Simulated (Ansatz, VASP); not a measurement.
# Ni: VASP beside Ansatz

```
Ni
1.0
     2.48352    0.00000    0.00000
     0.00000    2.48352    0.00000
     0.00000    0.00000    3.51251
Ni
2
Cartesian
  0.0000 0.0000 0.0000
  1.2418 1.2418 1.7563
```

Alike in both runs: functional PBE; k mesh 13 × 13 × 9; occupations fermi-dirac, width 0.05 eV; collinear spin.

Ansatz relaxed the structure, and its values are those at the end. VASP's run is a single point on that final structure, the one shown.

|  | VASP | Ansatz |
| --- | --- | --- |
| version | VASP 6.6.1 | Ansatz 0.2.0 |
| potentials or method | VASP PAW PBE potentials, release 64 (Ni) | plane waves (420 eV) with PAW, scalar-relativistic |
| plane-wave cutoff (eV) | 520 | 420 |
| valence electrons in the cell | 20 | 36 |

Ansatz gave:

- pressure (GPa): 0.0
- net moment per atom (μB): 0.00
- size of the moment on the site where the two differ most (μB): 0.08

Problem. Which values does VASP return?

Solution. Pressure (GPa): 0.0; net moment per atom (μB): 0.00; size of the moment on the site where the two differ most (μB): 0.07.

Site moments also hang on the region over which each program counts them. The functional is the same, so the differences come from potentials, cutoffs and numerics. The two sets of potentials don't hold the same shells in valence.
